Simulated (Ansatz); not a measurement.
HfB2:

```
Hf B
1.0
     3.14000    0.00000    0.00000
    -1.57000    2.71932    0.00000
     0.00000    0.00000    3.48000
Hf B
1 2
Direct
  0.00000 0.00000 0.00000
  0.66667 0.33333 0.50000
  0.33333 0.66667 0.50000
```

* Program: Ansatz 0.2.0
* Task: single point
* Functional: PBE
* Potentials or basis: Ansatz PAW
* Cutoff: 420 eV (not typed: the program's choice for these potentials)
* k mesh: 10 × 10 × 8
* Occupations: fermi-dirac, width 0.05 eV
* Spin: no spin polarisation

On this cell: pressure 1.4 GPa; largest force under 0.003 eV/Å; band gap on the k mesh none (metal or under the smearing width).

The same run follows on a disturbed copy (atoms moved at random, drawn with an rms of 0.05 Å):

```
Hf B
1.0
     3.14000    0.00000    0.00000
    -1.57000    2.71932    0.00000
     0.00000    0.00000    3.48000
Hf B
1 2
Direct
  0.00407 0.99622 0.99703
  0.67352 0.34355 0.49131
  0.31739 0.67513 0.48455
```

Question: What does the disturbed cell give?

Answer: The energy (extrapolated to zero smearing) moves by +21.9 meV/atom; pressure 2.2 GPa; largest force 1.320 eV/Å; band gap on the k mesh none (metal or under the smearing width).

Forces in eV/Å, atoms in the order of the input:
```
Hf  -0.677  0.522 -0.492
B   -0.580 -0.397  0.107
B    1.257 -0.125  0.384
```

Stress tensor (GPa, compression positive):
```
 2.38 -0.43  0.48
-0.43  1.91 -0.32
 0.48 -0.32  2.29
```
